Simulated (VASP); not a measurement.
Wanted: the native input for a VASP 6.6.1 run.

```
Task                   : relaxation of cell and atoms
Functional             : PBEsol
Dispersion             : D3(BJ)
Potentials or basis    : VASP PAW PBE potentials, release 64 (B, N)
Cutoff                 : 600 eV
k mesh                 : 12 × 12 × 12
Occupations            : gaussian, width 0.02 eV
Spin                   : no spin polarisation
Dipole correction      : no
Further INCAR settings : ALGO = Normal; EDIFF = 1e-06; IBRION = 2; EDIFFG = -0.002; NSW = 100; ISIF = 3
```

The structure of BN lies in POSCAR:

```
BN
1.0
    1.2511217832      0.7223354983      3.3729344033
   -1.2511217832      0.7223354983      3.3729344033
    0.0000000000     -1.4446709967      3.3729344033
B N
1 1
Direct
    0.9996712000      0.9996712000      0.9996712000
    0.3327618000      0.3327618000      0.3327618000
```

The cell is a database's computed one.

The input as run:

INCAR

```
SYSTEM = BN
PREC = Accurate ; ENCUT = 600
EDIFF = 1E-6 ; ISMEAR = 0
SIGMA = 0.02 ; LREAL = .False.
LASPH = .True. ; NELM = 100
ALGO = Normal ; ISIF = 3
LWAVE = .False. ; LCHARG = .False.
GGA = PS ; IVDW = 12
IBRION = 2 ; NSW = 100
EDIFFG = -0.002
```

KPOINTS

```
Automatic mesh
0
Gamma
  12 12 12
  0 0 0
```

Potentials or basis: VASP PAW PBE potentials, release 64 (B, N).

Launch:

```console
$ cat potpaw_PBE.64/B/POTCAR potpaw_PBE.64/N/POTCAR > POTCAR
$ mpirun -np 1 vasp_std > vasp.out
```

It gave:

The relaxed volume is 8.56 Å³/atom, the relaxed cell is a = 3.474 Å, b = 3.474 Å, c = 3.474 Å, α = 42.18°, β = 42.18°, γ = 42.18° and the space group after relaxing (to 0.05 Å) is R3m (No. 160). The energy gained by relaxing is 3.4 meV/atom. The ionic steps are 12, the pressure after relaxing is 0.0 GPa and the band gap on the k mesh is 4.00 eV, indirect (least direct gap 4.66 eV). The dispersion energy per atom is -0.106 eV.

Caveat: the PAW data sets were made with another functional, which shifts forces and pressure a little.

It took 2.9 min on 1 thread of Intel(R) Xeon(R) 6975P-C (Granite Rapids) (shared host), peak memory 0.19 GiB.
